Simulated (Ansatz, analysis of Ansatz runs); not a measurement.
# N_O under the (010) surface of TiO2: energy against depth, part 2 of 2

Question: does neutral N_O prefer the (010) surface of TiO2 or the inside, and by how much? The same defect is put at one site in each of several layers from the top towards the middle of one slab. Model: a cell of 96 host atoms with 1 O taken out and 1 N put in.

Ansatz 0.2.0; plane-wave PAW DFT, PBEsol; a slab with vacuum, neutral defects.

So far. Step 2 (The clean slab): On a dense mesh the slab's energy differs by 3 meV an atom, so the sampling is kept; the layers are compared at one sampling, where most of this error should cancel, which was not tested. Step 3 (Does the supercell reconstruct?): Atoms end at most 0.00 Å from the small cell's positions, so the small cell's structure is at least a local minimum.

## (5) Energies and states

Level of this step: plane-wave PAW DFT, PBEsol, periodic cell with vacuum; single point of a neutral defect in a slab on the structure relaxed with PBEsol; PAW set soft_1 (Ansatz).

Single points on the relaxed structures give the energies, all at one sampling, and show where the defect's states lie.

Input file layer2_M1.point.pbesol/input.yaml:

```yaml
crystal:
  lattice:
    - [9.0907, 0.0, 0.0]
    - [0.0, 11.039238, 0.0]
    - [0.0, 0.0, 22.0]
  atoms:
    - { symbol: Ti, position: [0.22036464, 0.33392667, 0.33582585] }
    - { symbol: Ti, position: [0.4805651, 0.41854791, 0.44177801] }
    - { symbol: Ti, position: [0.26822935, 0.16881764, 0.44227708] }
    - { symbol: Ti, position: [0.52800055, 0.08412215, 0.33603984] }
    - { symbol: Ti, position: [0.229847, 0.33158917, 0.55726612] }
    - { symbol: Ti, position: [0.46935938, 0.41560838, 0.66184652] }
    - { symbol: Ti, position: [0.28140262, 0.16819764, 0.66510226] }
    - { symbol: Ti, position: [0.51782324, 0.08253755, 0.55768163] }
    - { symbol: O, position: [0.3610993, 0.31029107, 0.48136016] }
    - { symbol: O, position: [0.12856486, 0.45719987, 0.29799528] }
    - { symbol: O, position: [0.38930661, 0.4396724, 0.36757788] }
    - { symbol: O, position: [0.13273283, 0.316411, 0.40876768] }
    - { symbol: O, position: [0.35956929, 0.18980747, 0.36759233] }
    - { symbol: O, position: [0.11597158, 0.06657305, 0.40889165] }
    - { symbol: O, position: [0.38796006, 0.06047207, 0.48175662] }
    - { symbol: O, position: [0.12020831, 0.20705687, 0.29790758] }
    - { symbol: O, position: [0.37957313, 0.29030593, 0.70382806] }
    - { symbol: O, position: [0.11037726, 0.44023573, 0.51783224] }
    - { symbol: O, position: [0.38131213, 0.43518746, 0.58887394] }
    - { symbol: O, position: [0.13980978, 0.31144918, 0.63263546] }
    - { symbol: O, position: [0.3671289, 0.18565946, 0.59124328] }
    - { symbol: O, position: [0.11008525, 0.06074674, 0.63187075] }
    - { symbol: O, position: [0.37076707, 0.04155676, 0.70195552] }
    - { symbol: O, position: [0.13811532, 0.1904066, 0.51809448] }
    - { symbol: Ti, position: [0.22120072, 0.83463556, 0.3359451] }
    - { symbol: Ti, position: [0.48176623, 0.91940918, 0.44251104] }
    - { symbol: Ti, position: [0.26759187, 0.6697165, 0.44187259] }
    - { symbol: Ti, position: [0.52865589, 0.58444424, 0.33587368] }
    - { symbol: Ti, position: [0.23119683, 0.83350076, 0.55693152] }
    - { symbol: Ti, position: [0.47057568, 0.91596269, 0.66397445] }
    - { symbol: Ti, position: [0.27737479, 0.66648918, 0.66284315] }
    - { symbol: Ti, position: [0.51526676, 0.58183834, 0.55593744] }
    - { symbol: O, position: [0.36158855, 0.8104214, 0.48148604] }
    - { symbol: O, position: [0.12852962, 0.95725125, 0.29800157] }
    - { symbol: O, position: [0.38944547, 0.93994862, 0.36787332] }
    - { symbol: O, position: [0.13318706, 0.81658483, 0.40886145] }
    - { symbol: O, position: [0.35984445, 0.68999012, 0.36743274] }
    - { symbol: O, position: [0.11611094, 0.56668343, 0.40879971] }
    - { symbol: O, position: [0.38727774, 0.56002975, 0.48105148] }
    - { symbol: O, position: [0.12085272, 0.70730374, 0.29804906] }
    - { symbol: O, position: [0.37851984, 0.79226084, 0.70125443] }
    - { symbol: O, position: [0.11146541, 0.94108841, 0.51777032] }
    - { symbol: O, position: [0.38337127, 0.93473244, 0.59075323] }
    - { symbol: O, position: [0.13967091, 0.81077275, 0.63169392] }
    - { symbol: O, position: [0.36885302, 0.68458773, 0.5903109] }
    - { symbol: O, position: [0.11202314, 0.56130876, 0.63033151] }
[... 2 lines left out ...]
    - { symbol: Ti, position: [0.72087798, 0.33410182, 0.33602507] }
    - { symbol: Ti, position: [0.98083587, 0.41888551, 0.44199385] }
    - { symbol: Ti, position: [0.7683603, 0.16835251, 0.44228425] }
    - { symbol: Ti, position: [1.02791269, 0.08423209, 0.33606143] }
    - { symbol: Ti, position: [0.73177322, 0.3320387, 0.55678254] }
    - { symbol: Ti, position: [0.97221793, 0.41542992, 0.6634714] }
    - { symbol: Ti, position: [0.7774763, 0.16635177, 0.66365678] }
    - { symbol: Ti, position: [1.01822861, 0.08204219, 0.55799264] }
[... 16 lines left out ...]
    - { symbol: Ti, position: [0.72111495, 0.8342968, 0.33602344] }
    - { symbol: Ti, position: [0.98057165, 0.91896923, 0.44228814] }
    - { symbol: Ti, position: [0.76802338, 0.66930788, 0.44229035] }
    - { symbol: Ti, position: [1.02812707, 0.58449209, 0.33589893] }
    - { symbol: Ti, position: [0.73060139, 0.83121825, 0.55797642] }
    - { symbol: Ti, position: [0.97268256, 0.91752423, 0.66363984] }
    - { symbol: Ti, position: [0.78360168, 0.66676593, 0.66558906] }
    - { symbol: Ti, position: [1.0179367, 0.58270756, 0.55697604] }
[... 7 lines left out ...]
    - { symbol: O, position: [0.62110983, 0.70706939, 0.29791664] }
    - { symbol: O, position: [0.8789504, 0.79800381, 0.70308943] }
    - { symbol: O, position: [0.61151078, 0.94057647, 0.51840883] }
    - { symbol: O, position: [0.88327537, 0.93447888, 0.59096257] }
    - { symbol: O, position: [0.64018084, 0.81093237, 0.63256417] }
    - { symbol: O, position: [0.86662845, 0.68411742, 0.59127258] }
    - { symbol: "N", position: [0.6073066, 0.55732794, 0.63856676] }
    - { symbol: O, position: [0.88300332, 0.54657908, 0.70241712] }
    - { symbol: O, position: [0.63812226, 0.69079515, 0.51810257] }
basis:
  ecutwfc: 420
  xc_grid: 2
hamiltonian:
  xc: pbesol
  pseudopotentials: { kind: paw, azcp: { folder: soft_1 }, xc_functional: pbe }
kpoints:
  mp_grid: { grid: [1, 1, 1] }
magnetization:
  spin_polarized: true
  initial_magnetization: 1
  spin_locking: { lock_magnetization: hard }
scf:
  occupations: { method: fermi_dirac, width: 0.01 }
  max_iter: 80
output:
  forces: true
  eigenvalues: true
  eigenstates: { localisation: true }
  populations: true
checkpoint:
  write: "../layer2_M1.point.pbesol.run"
  compress: false
  write_wavefunctions: false
  write_every: 100000
```

Started as:

```console
$ ansatz run input.yaml --threads 32 --pin off --max-ram 84787MiB --backend cuda --events-out ev --progress --plain --runs-dir out --max-vram 78GiB
```

The log of the run:

```text
[...]
Crystal: 96 atoms, lattice volume = 2207.797 Å³
Basis set: ecut = 420 eV, 43131 PW (Γ), exchange–correlation on 128×150×300 points (8 copies of the dense FFT grid, shifted against one another)
Bands: 480, of which v1, the nominal top of the filled ones, is band 384 counted from 1 (383 counted from 0)
[...]
SCF iter   2: F=—  HF=-115003.073718 eV  |F-HF|=—  |Δ(HF+E_count)|=    1.32e2  Δρ=1.92e-2 (↑1.91e-2 ↓1.92e-2)  dr2=3.46e1  dr2_m=1.75e-1  M=1.000 μB ∫|m|=1.086 μB  β_m=0.33  ethr=3.10e-3  ⟨swp⟩=4.0  H [...]
[...]
SCF iter   4: F=—  HF=-114996.983384 eV  |F-HF|=—  |Δ(HF+E_count)|=   1.04e-1  Δρ=1.13e-2 (↑1.10e-2 ↓1.13e-2)  dr2=1.23e1  dr2_m=2.49e-2  M=1.000 μB ∫|m|=1.141 μB  β_m=0.46  ethr=1.25e-3  ⟨swp⟩=4.0  H [...]
SCF iter   5: F=—  HF=-114995.314623 eV  |F-HF|=—  |Δ(HF+E_count)|=    1.67e0  Δρ=3.62e-3 (↑3.62e-3 ↓3.60e-3)  dr2=1.29e0  dr2_m=4.71e-3  M=1.000 μB ∫|m|=1.169 μB  β_m=0.51  ethr=1.25e-3  ⟨swp⟩=2.0  H [...]
[...]
SCF 1 converged in 16 iterations: F = -114995.234904 eV  dr2 = 4.10e-8
[...]
SCF converged after 16 iterations
[...]
--- Löwdin populations: 96 sites ---
[...]
spilling = 0.003373 (of n_electrons = 767.000000)
[...]
```

Wall time 3.8 s (1 × NVIDIA GB200 with 32 threads of Arm Neoverse V2, shared host); peak memory 1.8 GiB.

From eigenstates.tsv, first k-point; energies on the run's zero. The participation number counts the atoms that a state is spread over, of 96; bands count from 0.

| spin | band | energy (eV) | occupation | participation | largest share on | share |
| --- | --- | --- | --- | --- | --- | --- |
| down | 377 | -0.172 | 1.00 | 22.4 | O85 | 0.11 |
| down | 378 | -0.111 | 1.00 | 17.6 | O40 | 0.09 |
| down | 379 | -0.046 | 1.00 | 26.5 | N94 | 0.09 |
| down | 380 | 0.059 | 1.00 | 25.6 | O95 | 0.09 |
| down | 381 | 0.126 | 1.00 | 48.4 | O82 | 0.03 |
| down | 382 | 0.286 | 1.00 | 7.2 | N94 | 0.32 |
| down | 383 | 1.352 | 0.00 | 3.6 | N94 | 0.51 |
| down | 384 | 2.785 | 0.00 | 39.9 | Ti2 | 0.05 |
| down | 385 | 2.799 | 0.00 | 38.4 | Ti27 | 0.05 |
| down | 386 | 2.811 | 0.00 | 26.0 | Ti32 | 0.09 |
| down | 387 | 2.819 | 0.00 | 28.2 | Ti27 | 0.09 |
| up | 378 | -0.124 | 1.00 | 31.9 | O40 | 0.08 |
| up | 379 | -0.107 | 1.00 | 34.4 | O58 | 0.06 |
| up | 380 | -0.008 | 1.00 | 17.0 | N94 | 0.13 |
| up | 381 | 0.084 | 1.00 | 28.6 | N94 | 0.12 |
| up | 382 | 0.107 | 1.00 | 17.3 | N94 | 0.16 |
| up | 383 | 0.224 | 1.00 | 10.5 | N94 | 0.27 |
| up | 384 | 2.780 | 0.00 | 41.4 | Ti2 | 0.05 |
| up | 385 | 2.794 | 0.00 | 34.2 | Ti27 | 0.08 |
| up | 386 | 2.808 | 0.00 | 27.3 | Ti8 | 0.10 |
| up | 387 | 2.814 | 0.00 | 30.7 | Ti2 | 0.06 |
| up | 388 | 2.826 | 0.00 | 32.5 | Ti51 | 0.08 |

Under PBEsol, periodic cell with vacuum at the zone centre alone, the highest filled state is spin down, spread over 7 of 96 atoms, and the lowest empty one, 1.07 eV above it, is spin down, spread over 4 of 96 atoms.

The largest moments in the atoms' spheres: N94 0.57, O47 0.07, O68 0.04, O45 0.03, O92 0.02, Ti6 -0.02 μB.

Against the clean slab and O (O2 molecule) and N (N2 molecule):

| layer | depth (Å) | total moment (μB) | formation energy (eV) | against the deepest layer (eV) |
| --- | --- | --- | --- | --- |
| 1 | 0.00 | 1 | 5.14 | 0.09 |
| 2 | 1.53 | 1 | 4.81 | -0.24 |
| 3 | 2.44 | 1 | 4.85 | -0.21 |
| 4 | 4.04 | 1 | 5.05 | 0.00 |

## (6) Outcome

```yaml
highest_less_deepest_of_the_layers_obtained_pbesol: 0.09 eV
layer_of_the_lowest_energy_pbesol: 2
```

In words: Under PBEsol N_O is 0.09 eV higher in layer 1 than in layer 4, 4.0 Å down, and layer 2 is lowest of all, by 0.24 eV: it gathers just under the surface. At 600 K the Boltzmann factor between the best layer and the deepest is about 108 a site, entropy of vibration left out. The two deepest layers differ by 0.21 eV, so it has not levelled off: the slab is too thin, or the sites are unlike. The clean slab's gap at this sampling is 2.62 eV. Limits: neutral states alone; one site a layer, which need not be the same crystallographic site in every layer, at most four layers; one defect on one side of the slab, 9.1 Å from its images and with no dipole correction; the deepest layer of so thin a slab is not yet bulk, and the thickness was not varied; the in-plane lattice is the database's, not relaxed here; no adsorbates, no temperature.

[Logs are printed without paths, hosts, clocks, repeated set-up lines and the standing remarks that a program may print on its own settings, such as how far it seeks lower states.]

[Hosts, paths, dates, database ids (printed as entryN), source tags and the programs' standing remarks are cut or masked in the printed files.]

[Maps of the electrostatic potential energy from Ansatz leave out the sawtooth potential of an applied field or a dipole correction, so their vacuum need not be flat.]
